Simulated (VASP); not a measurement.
# GaP (F-43m) in VASP: a series of runs, part 2 of 2

VASP 6.6.1. The steps go on from the part before.

## 3. Relaxation of cell and atoms, AM05

This run uses another cell than the first one, of 20.14 Å³/atom, 0.995 times its volume.

Contents of INCAR:

```
SYSTEM = GaP
PREC = Accurate
ENCUT = 600
EDIFF = 1E-7
ISMEAR = 0
SIGMA = 0.03
LREAL = .False.
LASPH = .True.
NELM = 80
ALGO = Normal
ISIF = 3
LWAVE = .False.
LCHARG = .False.
GGA = AM
IBRION = 2
NSW = 90
EDIFFG = -0.005
```

Contents of KPOINTS:

```
regular mesh
0
Gamma
  8 8 8
  0 0 0
```

Contents of POSCAR:

```
GaP                                     
1.0
    0.0000000000      2.7209275392      2.7209275392
    2.7209275392      0.0000000000      2.7209275392
    2.7209275392      2.7209275392      0.0000000000
  Ga              P             
     1     1
Direct
     0.0000000000000000    0.0000000000000000    0.0000000000000000
     0.2500000000000000    0.2500000000000000    0.2500000000000000
```

Potentials or basis: VASP PAW PBE potentials, release 64 (Ga_d, P).

Run with:

```sh
$ cat potpaw_PBE.64/Ga_d/POTCAR potpaw_PBE.64/P/POTCAR > POTCAR
$ mpirun -np 1 vasp_std > vasp.out
```

OUTCAR:

```text
SYSTEM = GaP
   PREC = Accurate
   ENCUT = 600
   EDIFF = 1E-7
   ISMEAR = 0
   LREAL = .False.
   LASPH = .True.
   NELM = 80
   ISIF = 3
   GGA = AM
   IBRION = 2
   NSW = 90
   EDIFFG = -0.005

 ion  position               nearest neighbor table
   1  0.000  0.000  0.000-   2 2.36   2 2.36   2 2.36   2 2.36
   2  0.250  0.250  0.250-   1 2.36   1 2.36   1 2.36   1 2.36

  LATTYP: Found a face centered cubic cell.
 ALAT       =     5.4418550784

  Lattice vectors:

 A1 = (   0.0000000000,   2.7209275392,   2.7209275392)
 A2 = (   2.7209275392,   0.0000000000,   2.7209275392)
 A3 = (   2.7209275392,   2.7209275392,   0.0000000000)

Analysis of symmetry for initial positions (statically):
=====================================================================
 Subroutine PRICEL returns:
 Original cell was already a primitive cell.

 Routine SETGRP: Setting up the symmetry group for a
 face centered cubic supercell.

 Subroutine GETGRP returns: Found 24 space group operations
 (whereof 24 operations were pure point group operations)
 out of a pool of 48 trial point group operations.

The static configuration has the point symmetry T_d .

Analysis of symmetry for dynamics (positions and initial velocities):
=====================================================================
 Subroutine PRICEL returns:
 Original cell was already a primitive cell.

 Routine SETGRP: Setting up the symmetry group for a
 face centered cubic supercell.

 Subroutine GETGRP returns: Found 24 space group operations
 (whereof 24 operations were pure point group operations)
 out of a pool of 48 trial point group operations.

The dynamic configuration has the point symmetry T_d .

 Subroutine INISYM returns: Found 24 space group operations
 (whereof 24 operations are pure point group operations),
 and found     1 'primitive' translations

----------------------------------------------------------------------------------------

                                     Primitive cell

  volume of cell :      40.2885

  direct lattice vectors                    reciprocal lattice vectors
     0.000000000  2.720927539  2.720927539    -0.183760866  0.183760866  0.183760866
     2.720927539  0.000000000  2.720927539     0.183760866 -0.183760866  0.183760866
     2.720927539  2.720927539  0.000000000     0.183760866  0.183760866 -0.183760866

  length of vectors
     3.847972628  3.847972628  3.847972628     0.318283156  0.318283156  0.318283156

  position of ions in fractional coordinates (direct lattice)
     0.000000000  0.000000000  0.000000000
     0.250000000  0.250000000  0.250000000

  ion indices of the primitive-cell ions
   primitive index   ion index
                 1           1
                 2           2

----------------------------------------------------------------------------------------

 KPOINTS: regular mesh

Automatic generation of k-mesh.
 Grid dimensions read from file:
 generate k-points for:    8    8    8

 Generating k-lattice:

  Cartesian coordinates                     Fractional coordinates (reciprocal lattice)
    -0.022970108  0.022970108  0.022970108     0.125000000  0.000000000  0.000000000
     0.022970108 -0.022970108  0.022970108     0.000000000  0.125000000  0.000000000
     0.022970108  0.022970108 -0.022970108     0.000000000  0.000000000  0.125000000

  Length of vectors
     0.039785394  0.039785394  0.039785394

  Shift w.r.t. Gamma in fractional coordinates (k-lattice)
     0.000000000  0.000000000  0.000000000

 Subroutine IBZKPT returns following result:
 ===========================================

 Found     29 irreducible k-points:

 Following reciprocal coordinates:
            Coordinates               Weight
  0.000000  0.000000  0.000000      1.000000
  0.125000  0.000000  0.000000      8.000000
  0.250000  0.000000  0.000000      8.000000
  0.375000  0.000000  0.000000      8.000000
  0.500000  0.000000  0.000000      4.000000
  0.125000  0.125000  0.000000      6.000000
[... 16 lines left out ...]
  0.500000  0.250000  0.125000     48.000000
 -0.375000  0.250000  0.125000     24.000000
 [... further k-points ...]
   k-points           NKPTS =     29   k-points in BZ     NKDIM =     29   number of bands    NBANDS=     13
   number of dos      NEDOS =    301   number of ions     NIONS =      2
   total plane-waves  NPLWV =  32768
   dimension x,y,z NGX =    32 NGY =   32 NGZ =   32
   dimension x,y,z NGXF=    64 NGYF=   64 NGZF=   64
   ions per type =               1   1
   NGX,Y,Z   is equivalent  to a cutoff of  13.83, 13.83, 13.83 a.u.
   NGXF,Y,Z  is equivalent  to a cutoff of  27.65, 27.65, 27.65 a.u.
 SYSTEM =  GaP
   PREC   = accura    normal or accurate (medium, high low for compatibility)
   ISTART =      0    job   : 0-new  1-cont  2-samecut
   ICHARG =      2    charge: 1-file 2-atom 10-const
   ISPIN  =      1    spin polarized calculation?
   LNONCOLLINEAR =      F non collinear calculations
   LSORBIT =      F    spin-orbit coupling
   LASPH  =      T    aspherical Exc in radial PAW
   ENCUT  =  600.0 eV  44.10 Ry    6.64 a.u.   7.69  7.69  7.69*2*pi/ulx,y,z
   NELM   =     80;   NELMIN=  2; NELMDL= -5     # of ELM steps
   EDIFF  = 0.1E-06   stopping-criterion for ELM
   LREAL  =      F    real-space projection
   EDIFFG = -.5E-02   stopping-criterion for IOM
   NSW    =     90    number of steps for IOM
   IBRION =      2    ionic relax: 0-MD 1-quasi-New 2-CG
   NFREE  =      1    steps in history (QN), initial steepest desc. (CG)
   ISIF   =      3    stress and relaxation
   ISYM   =      2    0-nonsym 1-usesym 2-fastsym
   POTIM  = 0.5000    time-step for ionic-motion
   TEBEG  =    0.0;   TEEND  =   0.0 temperature during run
   PSTRESS=    0.0 pullay stress
   NELECT =      18.0000    total number of electrons
   NUPDOWN=      -1.0000    fix difference up-down
   EMIN   =  10.00;   EMAX   =-10.00  energy-range for DOS
   EFERMI =   0.00;   METHOD = LEGACY
   ISMEAR =     0;   SIGMA  =   0.03  broadening in eV -4-tet -1-fermi 0-gaus
   EFERMI_NEDOS =   21; number of points for ismear=-14 and -15
   IALGO  =     38    algorithm
   IMIX   =      4    mixing-type and parameters
     AMIX     =   0.40;   BMIX     =  1.00
     AMIX_MAG =   1.60;   BMIX_MAG =  1.00
  volume/ion in A,a.u.               =      20.14       135.94
  Fermi-wavevector in a.u.,A,eV,Ry     =   1.251523  2.365035 21.310925  1.566309
  Thomas-Fermi vector in A             =   2.385466
   LORBIT       =      0    0 simple, 1 ext, 2 COOP (PROOUT), +10 PAW based schemes
   GGA     = AM    functional components
   LHFCALC =     F    Hartree Fock is set to
   AEXX    =    0.0000 exact exchange contribution
   IVDW    =     0    specifies the selected vdW correction
   LEPSILON=     F    determine dielectric tensor
   LRPA    =     F    only Hartree local field effects (RPA)
 conjugate gradient relaxation of ions
 non-spin polarized calculation
 Gauss-broadening in eV      SIGMA  =   0.03
  energy-cutoff  :      600.00
  volume of cell :       40.29
 maximum number of plane-waves:      1365
   NGX = 15   NGY = 15   NGZ = 15

 number of electron      18.0000005 magnetization

 Free energy of the ion-electron system (eV)
  ---------------------------------------------------
  ext. energy  EPLUGINS =         0.00000000
  ---------------------------------------------------
  free energy    TOTEN  =        -9.45383369 eV

  energy without entropy =       -9.45383369  energy(sigma->0) =       -9.45383369

 E-fermi :   4.8408     XC(G=0):  -9.9193

 val. band max:        4.6645706044   @ k =   0.0000   0.0000   0.0000
 cond. band min:       6.2543465428   @ k =   0.3750   0.3750   0.0000
 fundamental gap:      1.5897759385
 Fermi energy:         4.8408221719

 k-point     1 :       0.0000    0.0000    0.0000
  band No.  band energies     occupation
      1      -9.9244      2.00000
      2      -9.9244      2.00000
      3      -9.9244      2.00000
      4      -9.8239      2.00000
      5      -9.8239      2.00000
      6      -7.8623      2.00000
      7       4.6646      2.00000
      8       4.6646      2.00000
      9       4.6646      2.00000
     10       6.5357      0.00000
     11       8.5025      0.00000
     12       8.5025      0.00000
     13       8.5025      0.00000
[... 353 lines left out ...]
 k-point    24 :      -0.3750    0.2500    0.1250
  band No.  band energies     occupation
      1     -10.0122      2.00000
      2      -9.8931      2.00000
      3      -9.8807      2.00000
      4      -9.8291      2.00000
      5      -9.8164      2.00000
      6      -5.3518      2.00000
      7      -1.8049      2.00000
      8       1.4310      2.00000
      9       2.6999      2.00000
     10       8.1093      0.00000
     11       8.9238      0.00000
     12      11.1062      0.00000
     13      12.5875      0.00000

 [... further k-points ...]
[... 5 lines left out ...]
  --------------------------------------------------------------------------------------
  -------------------------------------------------------------------------------------
  Total       -0.0001755     -0.0001755     -0.0001755      0.0000000      0.0000000     -0.0000000
  in kB       -0.0069787     -0.0069787     -0.0069787      0.0000000      0.0000000     -0.0000000
  external PRESSURE =      -0.0069787 kB  Pullay stress =       0.0000000 kB

 VOLUME and BASIS-vectors are now :
 -----------------------------------------------------------------------------
  energy-cutoff  :      600.00
  volume of cell :       40.29
      direct lattice vectors                 reciprocal lattice vectors
     0.000000000  2.720927539  2.720927539    -0.183760866  0.183760866  0.183760866
     2.720927539  0.000000000  2.720927539     0.183760866 -0.183760866  0.183760866
     2.720927539  2.720927539  0.000000000     0.183760866  0.183760866 -0.183760866

 POSITION                                       TOTAL-FORCE (eV/Angst)
 -----------------------------------------------------------------------------------
      0.00000      0.00000      0.00000         0.000000      0.000000      0.000000
      1.36046      1.36046      1.36046        -0.000000     -0.000000     -0.000000
 -----------------------------------------------------------------------------------
    total drift:                                0.000002      0.000002      0.000002

  FREE ENERGIE OF THE ION-ELECTRON SYSTEM (eV)
  ---------------------------------------------------
  free  energy   TOTEN  =        -9.4538336886 eV

  energy  without entropy=       -9.4538336886  energy(sigma->0) =       -9.45383369

 reached required accuracy - stopping structural energy minimisation
```

OSZICAR:

```text
N       E                     dE             d eps       ncg     rms          rms(c)
DAV:   1     0.848228674315E+02    0.84823E+02   -0.10211E+04   762   0.218E+03
DAV:   2    -0.278710071903E+01   -0.87610E+02   -0.84068E+02   814   0.353E+02
DAV:   3    -0.957948374283E+01   -0.67924E+01   -0.67458E+01   934   0.800E+01
DAV:   4    -0.971510757322E+01   -0.13562E+00   -0.13555E+00   912   0.122E+01
DAV:   5    -0.971847006316E+01   -0.33625E-02   -0.33623E-02   967   0.164E+00    0.432E+00
DAV:   6    -0.948649909633E+01    0.23197E+00   -0.41583E-01  1175   0.133E+01    0.276E+00
DAV:   7    -0.945330826469E+01    0.33191E-01   -0.10284E-01   994   0.271E+00    0.100E+00
DAV:   8    -0.945307226470E+01    0.23600E-03   -0.14959E-02   889   0.171E+00    0.169E-01
DAV:   9    -0.945365319409E+01   -0.58093E-03   -0.14656E-03  1051   0.597E-01    0.782E-02
DAV:  10    -0.945373880792E+01   -0.85614E-04   -0.11149E-04   882   0.109E-01    0.326E-02
DAV:  11    -0.945383312359E+01   -0.94316E-04   -0.15235E-04   809   0.109E-01    0.467E-03
DAV:  12    -0.945383320022E+01   -0.76629E-07   -0.39359E-06   975   0.277E-02    0.413E-03
DAV:  13    -0.945383373988E+01   -0.53967E-06   -0.13989E-06   837   0.970E-03    0.192E-03
DAV:  14    -0.945383368857E+01    0.51307E-07   -0.47151E-08   682   0.280E-03
   1 F= -.94538337E+01 E0= -.94538337E+01  d E =-.945383E+01
```

CONTCAR:

```text
GaP
   1.00000000000000
     0.0000000000000000    2.7209275391999999    2.7209275391999999
     2.7209275391999999    0.0000000000000000    2.7209275391999999
     2.7209275391999999    2.7209275391999999    0.0000000000000000
  Ga              P
     1     1
Direct
     0.0000000000000000    0.0000000000000000    0.0000000000000000
     0.2500000000000000    0.2500000000000000    0.2500000000000000

  0.00000000E+00  0.00000000E+00  0.00000000E+00
  0.00000000E+00  0.00000000E+00  0.00000000E+00
```

Wall time 12 s (1 thread of Intel Xeon Platinum 8488C (Sapphire Rapids), shared host); peak memory 0.18 GiB.

Results:

| Property | Result |
| --- | --- |
| Free energy | -9.4538 eV |
| Pressure after relaxing | 0.0 GPa |
| Band gap on the k mesh | 1.59 eV, indirect (least direct gap 1.87 eV) |

Final structure:
```xyz
2
Lattice="0.0000 2.7209 2.7209 2.7209 0.0000 2.7209 2.7209 2.7209 0.0000" Properties=species:S:1:pos:R:3 pbc="T T T"
Ga    0.0000    0.0000    0.0000
P     1.3605    1.3605    1.3605
```

Levels at points of the mesh, in eV from the valence-band top:
```csv
k point,band 5,band 6,band 7,band 8,band 9,band 10,band 11,band 12,band 13
"(0.00, 0.00, 0.00)",-14.49,-12.53,0.00,0.00,0.00,1.87,3.84,3.84,3.84
"(0.50, 0.00, 0.00)",-14.48,-10.43,-6.69,-1.14,-1.14,1.66,4.68,4.68,8.25
"(0.50, 0.50, 0.00)",-14.47,-9.51,-6.81,-2.72,-2.72,1.61,1.77,10.59,10.59
```

Caveat: the relaxation stopped at its first step, so nothing moved; the PAW data sets were made with another functional, which shifts forces and pressure a little. A hybrid or GW would open this gap; AM05 tends to underestimate it.
